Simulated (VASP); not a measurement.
# H in VASP: single point with r2SCAN+rVV10

Aim: the single point of H with r2SCAN+rVV10.

Program: VASP 6.6.1. These are calculated values, not measurements. Logs are shortened: lines on timing, memory, paths and dates and some standing lists are left out, and cuts for length are marked.

### 1 The crystal as given

The cell holds a molecule_in_box, 1 atom: a = 14.000 Å, b = 14.500 Å, c = 15.000 Å, α = 90.00°, β = 90.00°, γ = 90.00°.

### 2 Single point, r2SCAN+rVV10, collinear spin, ferromagnetic start

INCAR

```
PREC = Accurate ; ENCUT = 450
EDIFF = 1E-7 ; ISMEAR = 0
SIGMA = 0.005 ; LREAL = F
LASPH = T ; NELM = 200
ALGO = Normal ; ISIF = 2
LWAVE = F ; LCHARG = F
ISPIN = 2 ; MAGMOM = 1
LORBIT = 11 ; METAGGA = R2SCAN
LMIXTAU = T ; LUSE_VDW = T
IVDW_NL = 2 ; BPARAM = 11.95
CPARAM = 0.0093 ; NBANDS = 10
AMIX = 0.2 ; BMIX = 1E-4
AMIX_MAG = 0.8 ; BMIX_MAG = 1E-4
ISYM = 0
```

KPOINTS

```
Automatic mesh
0
Gamma
  1 1 1
```

POSCAR

```
H
1.0
   14.0000000000      0.0000000000      0.0000000000
    0.0000000000     14.5000000000      0.0000000000
    0.0000000000      0.0000000000     15.0000000000
H
1
Direct
    0.5000000000      0.5000000000      0.5000000000
```

Potentials or basis: VASP PAW PBE potentials, release 64 (H).

The run is started by

```sh
> cat potpaw_PBE.64/H/POTCAR > POTCAR
> mpirun -np 2 vasp_gam > vasp.out
```

OUTCAR:

```text
PREC = Accurate
   ENCUT = 450
   EDIFF = 1E-7
   ISMEAR = 0
   LREAL = F
   LASPH = T
   NELM = 200
   ISIF = 2
   ISPIN = 2
   LORBIT = 11
   METAGGA = R2SCAN
   IVDW_NL = 2
   BPARAM = 11.95
   AMIX = 0.2
   AMIX_MAG = 0.8
   ISYM = 0

 ion  position               nearest neighbor table
   1  0.500  0.500  0.500-

IMPORTANT INFORMATION: All symmetrisations will be switched off!
NOSYMM: (Re-)initialisation of all symmetry stuff for point group C_1.

----------------------------------------------------------------------------------------

                                     Primitive cell

  volume of cell :    3045.0000

  direct lattice vectors                    reciprocal lattice vectors
    14.000000000  0.000000000  0.000000000     0.071428571  0.000000000  0.000000000
     0.000000000 14.500000000  0.000000000     0.000000000  0.068965517  0.000000000
     0.000000000  0.000000000 15.000000000     0.000000000  0.000000000  0.066666667

  length of vectors
    14.000000000 14.500000000 15.000000000     0.071428571  0.068965517  0.066666667

  position of ions in fractional coordinates (direct lattice)
     0.500000000  0.500000000  0.500000000

  ion indices of the primitive-cell ions
   primitive index   ion index
                 1           1

----------------------------------------------------------------------------------------

 KPOINTS: Automatic mesh

Automatic generation of k-mesh.
 Grid dimensions read from file:
 generate k-points for:    1    1    1

 Generating k-lattice:

  Cartesian coordinates                     Fractional coordinates (reciprocal lattice)
     0.071428571  0.000000000  0.000000000     1.000000000  0.000000000  0.000000000
     0.000000000  0.068965517  0.000000000     0.000000000  1.000000000  0.000000000
     0.000000000  0.000000000  0.066666667     0.000000000  0.000000000  1.000000000

  Length of vectors
     0.071428571  0.068965517  0.066666667

  Shift w.r.t. Gamma in fractional coordinates (k-lattice)
     0.000000000  0.000000000  0.000000000

 Subroutine IBZKPT returns following result:
 ===========================================

 Found      1 irreducible k-points:

 Following reciprocal coordinates:
            Coordinates               Weight
  0.000000  0.000000  0.000000      1.000000
   k-points           NKPTS =      1   k-points in BZ     NKDIM =      1   number of bands    NBANDS=     10
   number of dos      NEDOS =    301   number of ions     NIONS =      1
   total plane-waves  NPLWV = ******
   dimension x,y,z NGX =    98 NGY =  100 NGZ =  108
   dimension x,y,z NGXF=   196 NGYF=  200 NGZF=  216
   ions per type =               1
   NGX,Y,Z   is equivalent  to a cutoff of  11.64, 11.47, 11.97 a.u.
   NGXF,Y,Z  is equivalent  to a cutoff of  23.27, 22.93, 23.94 a.u.
 SYSTEM =  unknown system
   PREC   = accura    normal or accurate (medium, high low for compatibility)
   ISTART =      0    job   : 0-new  1-cont  2-samecut
   ICHARG =      2    charge: 1-file 2-atom 10-const
   ISPIN  =      2    spin polarized calculation?
   LNONCOLLINEAR =      F non collinear calculations
   LSORBIT =      F    spin-orbit coupling
   LASPH  =      T    aspherical Exc in radial PAW
   ENCUT  =  450.0 eV  33.07 Ry    5.75 a.u.  24.22 25.08 25.95*2*pi/ulx,y,z
   NELM   =    200;   NELMIN=  2; NELMDL= -5     # of ELM steps
   EDIFF  = 0.1E-06   stopping-criterion for ELM
   LREAL  =      F    real-space projection
   EDIFFG = 0.1E-05   stopping-criterion for IOM
   NSW    =      0    number of steps for IOM
   IBRION =     -1    ionic relax: 0-MD 1-quasi-New 2-CG
   NFREE  =      0    steps in history (QN), initial steepest desc. (CG)
   ISIF   =      2    stress and relaxation
   ISYM   =      0    0-nonsym 1-usesym 2-fastsym
   POTIM  = 0.5000    time-step for ionic-motion
   TEBEG  =    0.0;   TEEND  =   0.0 temperature during run
   PSTRESS=    0.0 pullay stress
   NELECT =       1.0000    total number of electrons
   NUPDOWN=      -1.0000    fix difference up-down
   EMIN   =  10.00;   EMAX   =-10.00  energy-range for DOS
   EFERMI =   0.00;   METHOD = LEGACY
   ISMEAR =     0;   SIGMA  =   0.01  broadening in eV -4-tet -1-fermi 0-gaus
   EFERMI_NEDOS =   21; number of points for ismear=-14 and -15
   IALGO  =     38    algorithm
   IMIX   =      4    mixing-type and parameters
     AMIX     =   0.20;   BMIX     =  0.00
     AMIX_MAG =   0.80;   BMIX_MAG =  0.00
  volume/ion in A,a.u.               =    3045.00     20548.67
  Fermi-wavevector in a.u.,A,eV,Ry     =   0.112948  0.213441  0.173573  0.012757
  Thomas-Fermi vector in A             =   0.716627
   LORBIT       =     11    0 simple, 1 ext, 2 COOP (PROOUT), +10 PAW based schemes
   METAGGA = R2SCAN    functional components
   LHFCALC =     F    Hartree Fock is set to
   AEXX    =    0.0000 exact exchange contribution
   IVDW_NL    =     2    kernel type
   BPARAM     =11.9500
   IVDW    =     0    specifies the selected vdW correction
   LEPSILON=     F    determine dielectric tensor
   LRPA    =     F    only Hartree local field effects (RPA)
 spin polarized calculation
 Gauss-broadening in eV      SIGMA  =   0.01
  energy-cutoff  :      450.00
  volume of cell :     3045.00
 maximum number of plane-waves:     33027
 NGX is ok and might be reduce to    98
   NGX = 49   NGY = 51   NGZ = 51

 number of electron       1.0000002 magnetization       1.0000002

 Free energy of the ion-electron system (eV)
  ---------------------------------------------------
  ext. energy  EPLUGINS =         0.00000000
  ---------------------------------------------------
  free energy    TOTEN  =        -1.07621148 eV

  energy without entropy =       -1.07621148  energy(sigma->0) =       -1.07621148

 E-fermi :  -7.9199     XC(G=0):  -0.0738

 val. band max:       -7.9712086150   @ k =   0.0000   0.0000   0.0000
 cond. band min:      -1.9381017624   @ k =   0.0000   0.0000   0.0000
 fundamental gap:      6.0331068526
 Fermi energy:        -7.9199468762

 spin component 1

 k-point     1 :       0.0000    0.0000    0.0000
  band No.  band energies     occupation
      1      -7.9712      1.00000
      2       0.0914      0.00000
      3       0.7309      0.00000
      4       0.7442      0.00000
      5       0.7767      0.00000
      6       0.8003      0.00000
      7       0.8285      0.00000
      8       0.9200      0.00000
      9       1.4195      0.00000
     10       1.4203      0.00000
 Fermi energy:        -7.9199468762

 spin component 2

 k-point     1 :       0.0000    0.0000    0.0000
  band No.  band energies     occupation
      1      -1.9381      0.00000
      2      -0.1779      0.00000
      3      -0.1488      0.00000
      4      -0.1214      0.00000
      5      -0.1203      0.00000
      6       0.4778      0.00000
      7       0.6142      0.00000
      8       0.6521      0.00000
      9       0.7823      0.00000
     10       0.9739      0.00000

------------------------ aborting loop because EDIFF is reached ----------------------------------------

  FORCE on cell =-STRESS in cart. coord.  units (eV):
  Direction    XX          YY          ZZ          XY          YZ          ZX
  --------------------------------------------------------------------------------------
  -------------------------------------------------------------------------------------
  Total       -0.0254177     -0.0255764     -0.0256146      0.0000000     -0.0000000     -0.0000000
  in kB       -0.0133739     -0.0134575     -0.0134776      0.0000000     -0.0000000     -0.0000000
  external PRESSURE =      -0.0134363 kB  Pullay stress =       0.0000000 kB

 VOLUME and BASIS-vectors are now :
 -----------------------------------------------------------------------------
  energy-cutoff  :      450.00
  volume of cell :     3045.00
      direct lattice vectors                 reciprocal lattice vectors
    14.000000000  0.000000000  0.000000000     0.071428571  0.000000000  0.000000000
     0.000000000 14.500000000  0.000000000     0.000000000  0.068965517  0.000000000
     0.000000000  0.000000000 15.000000000     0.000000000  0.000000000  0.066666667

 POSITION                                       TOTAL-FORCE (eV/Angst)
 -----------------------------------------------------------------------------------
      7.00000      7.25000      7.50000         0.000000     -0.000000      0.000000
 -----------------------------------------------------------------------------------
    total drift:                                0.000000     -0.000000      0.000000

  FREE ENERGIE OF THE ION-ELECTRON SYSTEM (eV)
  ---------------------------------------------------
  free  energy   TOTEN  =        -1.0762114814 eV

  energy  without entropy=       -1.0762114814  energy(sigma->0) =       -1.07621148

 total charge

# of ion       s       p       d       tot
------------------------------------------
    1        0.384   0.000   0.000   0.384

 magnetization (x)

# of ion       s       p       d       tot
------------------------------------------
    1        0.384   0.000   0.000   0.384
```

Wall time 15 min (2 MPI ranks of Intel Xeon Platinum 8488C (Sapphire Rapids), shared host); peak memory 3.4 GiB.

Results:

```yaml
Free_energy: -1.0762 eV
Gap_between_the_frontier_levels: 6.03 eV
Net_moment: 1.00 μB per cell
Site_moments: H +0.38 μB
Valence_electrons_inside_the_program's_atomic_spheres: H 0.38
```

Levels at points of the mesh, in eV from the valence-band top:
Spin up:
| k point | band 1 | band 2 | band 3 | band 4 | band 5 | band 6 |
| --- | --- | --- | --- | --- | --- | --- |
| (0.00, 0.00, 0.00) | 0.00 | 8.06 | 8.70 | 8.72 | 8.75 | 8.77 |
Spin down:
| k point | band 1 | band 2 | band 3 |
| --- | --- | --- | --- |
| (0.00, 0.00, 0.00) | 6.03 | 7.79 | 7.82 |

Caveat: the PAW data sets were made with another functional, which shifts forces and pressure a little.
